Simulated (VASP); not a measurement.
All values below come from PBE GGA, VASP's PBE PAW potentials (set 64) (plane waves; VASP).

The input files of a VASP run:

**INCAR**
```
ALGO = Fast
EDIFF = 1E-5
ENCUT = 300
GGA = PE
IBRION = 0
ISIF = 2
ISMEAR = -1
ISYM = 0
LCHARG = F
LREAL = Auto
LWAVE = F
MDALGO = 2
NELM = 100
NELMIN = 4
NSW = 50
POTIM = 2
PREC = Normal
RANDOM_SEED = 245065 0 0
SIGMA = 0.0431
SMASS = 0
SYSTEM = CsCl
TEBEG = 500
TEEND = 500
```

**KPOINTS**
```
Automatic mesh
0
Gamma
1 1 1
0 0 0
```

File POSCAR:
```
CsCl
1
    8.2400000000     0.0000000000     0.0000000000
    0.0000000000     8.2400000000     0.0000000000
    0.0000000000     0.0000000000     8.2400000000
Cs Cl
8 8
Direct
  0.0000000000   0.0000000000   0.0000000000
  0.0000000000   0.0000000000   0.5000000000
  0.0000000000   0.5000000000   0.0000000000
  0.0000000000   0.5000000000   0.5000000000
  0.5000000000   0.0000000000   0.0000000000
  0.5000000000   0.0000000000   0.5000000000
  0.5000000000   0.5000000000   0.0000000000
  0.5000000000   0.5000000000   0.5000000000
  0.2500000000   0.2500000000   0.2500000000
  0.2500000000   0.2500000000   0.7500000000
  0.2500000000   0.7500000000   0.2500000000
  0.2500000000   0.7500000000   0.7500000000
  0.7500000000   0.2500000000   0.2500000000
  0.7500000000   0.2500000000   0.7500000000
  0.7500000000   0.7500000000   0.2500000000
  0.7500000000   0.7500000000   0.7500000000
```

POTCAR, in this order: Cs_sv Cl (PBE.64 set). Program: vasp_gam.

Output

**OSZICAR**
```
...
       N       E                     dE             d eps       ncg     rms          rms(c)
DAV:   1    -0.503258147759E+02    0.38083E-01   -0.30411E-06   112   0.155E+00    0.330E-02
RMM:   2    -0.503258057561E+02    0.90198E-05   -0.12654E-04   125   0.301E-02    0.229E-02
RMM:   3    -0.503258071416E+02   -0.13855E-05   -0.63659E-05   112   0.161E-02    0.840E-03
RMM:   4    -0.503258070436E+02    0.98046E-07   -0.60409E-06    73   0.653E-03
     36 T=   544. E= -.50217723E+02 F= -.50325807E+02 E0= -.50325807E+02  EK= 0.10547E+01 SP= -.10E+01 SK= 0.75E-01
       N       E                     dE             d eps       ncg     rms          rms(c)
DAV:   1    -0.502881623255E+02    0.37645E-01   -0.67626E-06   112   0.157E+00    0.549E-02
RMM:   2    -0.502881612230E+02    0.11025E-05   -0.23926E-04   127   0.385E-02    0.102E-02
RMM:   3    -0.502881640899E+02   -0.28670E-05   -0.38995E-05   108   0.145E-02    0.589E-03
RMM:   4    -0.502881647882E+02   -0.69822E-06   -0.74459E-06    75   0.643E-03
     37 T=   558. E= -.50217677E+02 F= -.50288165E+02 E0= -.50288165E+02  EK= 0.10816E+01 SP= -.11E+01 SK= 0.69E-01
       N       E                     dE             d eps       ncg     rms          rms(c)
DAV:   1    -0.502510766519E+02    0.37087E-01   -0.48724E-06   112   0.158E+00    0.920E-03
RMM:   2    -0.502510881862E+02   -0.11534E-04   -0.12285E-04   126   0.319E-02    0.484E-03
RMM:   3    -0.502510901740E+02   -0.19878E-05   -0.22106E-05    99   0.130E-02    0.639E-03
RMM:   4    -0.502510908331E+02   -0.65904E-06   -0.51225E-06    72   0.583E-03
     38 T=   571. E= -.50217625E+02 F= -.50251091E+02 E0= -.50251091E+02  EK= 0.11076E+01 SP= -.11E+01 SK= 0.61E-01
       N       E                     dE             d eps       ncg     rms          rms(c)
DAV:   1    -0.502146778135E+02    0.36412E-01   -0.63882E-06   120   0.159E+00    0.147E-02
RMM:   2    -0.502146852470E+02   -0.74335E-05   -0.11059E-04   125   0.316E-02    0.111E-02
RMM:   3    -0.502146861805E+02   -0.93348E-06   -0.14946E-05    92   0.111E-02    0.111E-02
RMM:   4    -0.502146858421E+02    0.33838E-06   -0.32040E-06    72   0.492E-03
     39 T=   584. E= -.50217617E+02 F= -.50214686E+02 E0= -.50214686E+02  EK= 0.11317E+01 SP= -.12E+01 SK= 0.53E-01
       N       E                     dE             d eps       ncg     rms          rms(c)
DAV:   1    -0.501792229746E+02    0.35463E-01   -0.49698E-06   112   0.160E+00    0.261E-02
RMM:   2    -0.501792284800E+02   -0.55054E-05   -0.10716E-04   128   0.294E-02    0.849E-03
RMM:   3    -0.501792295569E+02   -0.10769E-05   -0.25873E-05   104   0.133E-02    0.338E-03
RMM:   4    -0.501792296606E+02   -0.10374E-06   -0.44404E-06    72   0.600E-03
     40 T=   595. E= -.50217627E+02 F= -.50179230E+02 E0= -.50179230E+02  EK= 0.11533E+01 SP= -.12E+01 SK= 0.45E-01
       N       E                     dE             d eps       ncg     rms          rms(c)
DAV:   1    -0.501448776945E+02    0.34352E-01   -0.74989E-06   112   0.160E+00    0.760E-03
RMM:   2    -0.501448934593E+02   -0.15765E-04   -0.16338E-04   128   0.338E-02    0.134E-02
RMM:   3    -0.501448962994E+02   -0.28401E-05   -0.34952E-05   109   0.135E-02    0.147E-02
RMM:   4    -0.501448966344E+02   -0.33504E-06   -0.50533E-06    72   0.552E-03
     41 T=   604. E= -.50217580E+02 F= -.50144897E+02 E0= -.50144897E+02  EK= 0.11715E+01 SP= -.13E+01 SK= 0.36E-01
       N       E                     dE             d eps       ncg     rms          rms(c)
DAV:   1    -0.501117556640E+02    0.33141E-01   -0.42418E-06   112   0.161E+00    0.354E-02
RMM:   2    -0.501117402895E+02    0.15374E-04   -0.10811E-04   125   0.283E-02    0.207E-02
RMM:   3    -0.501117397097E+02    0.57988E-06   -0.70103E-05   116   0.169E-02    0.822E-03
RMM:   4    -0.501117396488E+02    0.60844E-07   -0.65702E-06    76   0.709E-03
     42 T=   611. E= -.50217583E+02 F= -.50111740E+02 E0= -.50111740E+02  EK= 0.11856E+01 SP= -.13E+01 SK= 0.27E-01
       N       E                     dE             d eps       ncg     rms          rms(c)
DAV:   1    -0.500797873177E+02    0.31952E-01   -0.86325E-06   120   0.162E+00    0.465E-02
RMM:   2    -0.500797774861E+02    0.98316E-05   -0.16721E-04   128   0.343E-02    0.109E-02
RMM:   3    -0.500797787401E+02   -0.12540E-05   -0.44480E-05   115   0.156E-02    0.451E-03
RMM:   4    -0.500797796286E+02   -0.88851E-06   -0.86981E-06    77   0.728E-03
     43 T=   616. E= -.50217585E+02 F= -.50079780E+02 E0= -.50079780E+02  EK= 0.11948E+01 SP= -.14E+01 SK= 0.20E-01
       N       E                     dE             d eps       ncg     rms          rms(c)
DAV:   1    -0.500490916360E+02    0.30687E-01   -0.60506E-06   112   0.162E+00    0.103E-02
RMM:   2    -0.500491029049E+02   -0.11269E-04   -0.12185E-04   133   0.325E-02    0.460E-03
RMM:   3    -0.500491050742E+02   -0.21694E-05   -0.24430E-05   101   0.135E-02    0.655E-03
RMM:   4    -0.500491057473E+02   -0.67309E-06   -0.53446E-06    76   0.605E-03
     44 T=   618. E= -.50217531E+02 F= -.50049106E+02 E0= -.50049106E+02  EK= 0.11986E+01 SP= -.14E+01 SK= 0.13E-01
       N       E                     dE             d eps       ncg     rms          rms(c)
DAV:   1    -0.500196876494E+02    0.29417E-01   -0.59364E-06   112   0.162E+00    0.126E-02
RMM:   2    -0.500196916849E+02   -0.40355E-05   -0.83376E-05   124   0.293E-02    0.911E-03
RMM:   3    -0.500196919039E+02   -0.21898E-06   -0.14371E-05    90   0.111E-02    0.878E-03
RMM:   4    -0.500196918330E+02    0.70962E-07   -0.47975E-06    77   0.552E-03
     45 T=   617. E= -.50217511E+02 F= -.50019692E+02 E0= -.50019692E+02  EK= 0.11967E+01 SP= -.14E+01 SK= 0.78E-02
       N       E                     dE             d eps       ncg     rms          rms(c)
DAV:   1    -0.499916105948E+02    0.28081E-01   -0.54048E-06   112   0.162E+00    0.283E-02
RMM:   2    -0.499916116224E+02   -0.10276E-05   -0.10026E-04   125   0.291E-02    0.806E-03
RMM:   3    -0.499916127076E+02   -0.10852E-05   -0.32637E-05   112   0.141E-02    0.283E-03
RMM:   4    -0.499916129440E+02   -0.23632E-06   -0.51172E-06    75   0.649E-03
     46 T=   613. E= -.50217483E+02 F= -.49991613E+02 E0= -.49991613E+02  EK= 0.11891E+01 SP= -.14E+01 SK= 0.40E-02
       N       E                     dE             d eps       ncg     rms          rms(c)
DAV:   1    -0.499650359905E+02    0.26577E-01   -0.58525E-06   112   0.161E+00    0.831E-03
RMM:   2    -0.499650487076E+02   -0.12717E-04   -0.13134E-04   128   0.328E-02    0.777E-03
RMM:   3    -0.499650514371E+02   -0.27295E-05   -0.31778E-05   107   0.142E-02    0.943E-03
RMM:   4    -0.499650523227E+02   -0.88559E-06   -0.60314E-06    75   0.624E-03
     47 T=   607. E= -.50217373E+02 F= -.49965052E+02 E0= -.49965052E+02  EK= 0.11763E+01 SP= -.14E+01 SK= 0.15E-02
       N       E                     dE             d eps       ncg     rms          rms(c)
DAV:   1    -0.499399409704E+02    0.25110E-01   -0.74099E-06   120   0.161E+00    0.135E-02
RMM:   2    -0.499399479686E+02   -0.69982E-05   -0.14987E-04   127   0.333E-02    0.101E-02
RMM:   3    -0.499399500151E+02   -0.20464E-05   -0.26375E-05   107   0.132E-02    0.954E-03
RMM:   4    -0.499399501181E+02   -0.10302E-06   -0.42243E-06    77   0.561E-03
     48 T=   598. E= -.50217367E+02 F= -.49939950E+02 E0= -.49939950E+02  EK= 0.11585E+01 SP= -.14E+01 SK= 0.27E-03
       N       E                     dE             d eps       ncg     rms          rms(c)
DAV:   1    -0.499160587367E+02    0.23891E-01   -0.56720E-06   112   0.160E+00    0.276E-02
RMM:   2    -0.499160678653E+02   -0.91286E-05   -0.20654E-04   133   0.373E-02    0.583E-03
RMM:   3    -0.499160709490E+02   -0.30837E-05   -0.33007E-05   113   0.165E-02    0.550E-03
RMM:   4    -0.499160713496E+02   -0.40065E-06   -0.58070E-06    74   0.702E-03
     49 T=   586. E= -.50217321E+02 F= -.49916071E+02 E0= -.49916071E+02  EK= 0.11363E+01 SP= -.14E+01 SK= 0.15E-04
       N       E                     dE             d eps       ncg     rms          rms(c)
DAV:   1    -0.498934603363E+02    0.22611E-01   -0.71994E-06   120   0.158E+00    0.149E-02
RMM:   2    -0.498934722617E+02   -0.11925E-04   -0.12898E-04   132   0.348E-02    0.654E-03
RMM:   3    -0.498934740544E+02   -0.17927E-05   -0.20070E-05    95   0.126E-02    0.856E-03
RMM:   4    -0.498934745321E+02   -0.47764E-06   -0.44590E-06    74   0.565E-03
     50 T=   573. E= -.50217223E+02 F= -.49893475E+02 E0= -.49893475E+02  EK= 0.11106E+01 SP= -.14E+01 SK= 0.46E-03
```

OUTCAR:
```
------------------------ aborting loop because EDIFF is reached ----------------------------------------
  FORCE on cell =-STRESS in cart. coord.  units (eV):
  Direction    XX          YY          ZZ          XY          YZ          ZX
  --------------------------------------------------------------------------------------
  Total       11.7330640     10.6781461     11.1218110     -0.0823216     -0.1399392     -0.5240125
  in kB       33.6000860     30.5791076     31.8496350     -0.2357451     -0.4007451     -1.5006194
  external PRESSURE =      32.0096095 kB  Pullay stress =       0.0000000 kB
  kinetic pressure (ideal gas correction) =      2.15 kB
  total pressure  =     34.16 kB
  Total+kin.    34.843      32.566      35.061       0.252      -0.221      -2.118
  volume of cell :      559.48
      direct lattice vectors                 reciprocal lattice vectors
     8.240000000  0.000000000  0.000000000     0.121359223  0.000000000  0.000000000
     0.000000000  8.240000000  0.000000000     0.000000000  0.121359223  0.000000000
     0.000000000  0.000000000  8.240000000     0.000000000  0.000000000  0.121359223
 POSITION                                       TOTAL-FORCE (eV/Angst)
 -----------------------------------------------------------------------------------
      8.04078      8.11816      8.18205         0.301462     -0.064996      0.522020
      8.20949      0.17290      4.43475         0.125055     -0.220164     -0.482781
      0.18740      4.06757      7.82235        -0.395173     -0.304915      0.872663
      0.15492      4.24361      4.31781        -0.781288      0.120066     -0.600357
      4.06185      8.07115      8.17434         0.115288     -0.170795      0.269688
      4.18619      0.09373      3.77584        -0.216397      0.044073      0.278757
      3.87625      4.17376      0.02915         0.368951     -0.448770      0.236950
      4.19025      4.18464      4.06963         0.274704     -0.027417     -0.058278
      1.79742      2.61380      2.35235         0.380916     -0.676864     -0.402936
      2.25058      1.58632      6.40656        -0.331896      0.484031     -0.221339
      2.19201      6.23777      2.00308        -0.227357      0.138042      0.061360
      2.17407      5.84032      6.02843         0.157555      0.655017      0.238671
      6.35603      2.18295      2.49300        -0.074655      0.010271     -0.340098
      6.06819      1.60919      6.41977        -0.007535      0.553560     -0.178912
      6.33731      6.39374      2.19148         0.038566     -0.217649      0.127306
      5.98255      5.87535      6.54254         0.262017      0.115070     -0.323020
 -----------------------------------------------------------------------------------
    total drift:                               -0.009787     -0.011441     -0.000305
  FREE ENERGIE OF THE ION-ELECTRON SYSTEM (eV)
  ---------------------------------------------------
  free  energy   TOTEN  =       -49.8934745321 eV

  energy  without entropy=      -49.8934745320  energy(sigma->0) =      -49.89347453
  ENERGY OF THE ELECTRON-ION-THERMOSTAT SYSTEM (eV)
  ---------------------------------------------------
% ion-electron   TOTEN  =       -49.893475  see above
  kinetic energy EKIN   =         1.110631
  kin. lattice  EKIN_LAT=         0.000000  (temperature  572.81 K)
  nose potential ES     =        -1.434834
  nose kinetic   EPS    =         0.000455
  ---------------------------------------------------
  total energy   ETOTAL =       -50.217223 eV
```
(Selected blocks of OUTCAR.)

**CONTCAR**
```
CsCl
   1.00000000000000
     8.2400000000000002    0.0000000000000000    0.0000000000000000
     0.0000000000000000    8.2400000000000002    0.0000000000000000
     0.0000000000000000    0.0000000000000000    8.2400000000000002
  Cs              Cl
     8     8
Direct
    -0.0241771247509375   -0.0147858500866331   -0.0070322125923065
    -0.0037022534024160    0.0209831496970282    0.5381982211979656
     0.0227433010973649    0.4936374382594518   -0.0506857979865978
     0.0188012870409000    0.5150013351166470    0.5240064205474071
     0.4929429501930619   -0.0204910792739785   -0.0079684877202003
     0.5080326899430909    0.0113755113694679    0.4582332730411914
     0.4704186434561649    0.5065246323530797    0.0035376930799268
     0.5085251646075782    0.5078451627947862    0.4938870127882637
     0.2181337300240104    0.3172086624695924    0.2854794621767828
     0.2731281826494804    0.1925146198953797    0.7774956930617803
     0.2660210100624500    0.7570103389185657    0.2430924310043351
     0.2638432727704046    0.7087769717370017    0.7316059235763182
     0.7713629886391083    0.2649213210854574    0.3025483739102930
     0.7364311179436632    0.1952897378315497    0.7790977811955923
     0.7690906855858319    0.7759393655907236    0.2659563763707573
     0.7260377226525022    0.7130279819767951    0.7939977391722027
```

At this cut-off the stress carries a Pulay error, which pulls relaxed volumes low.

The cell is a supercell, built from CsCl (CsCl type). Its lattice is the typed one, not relaxed at this level.
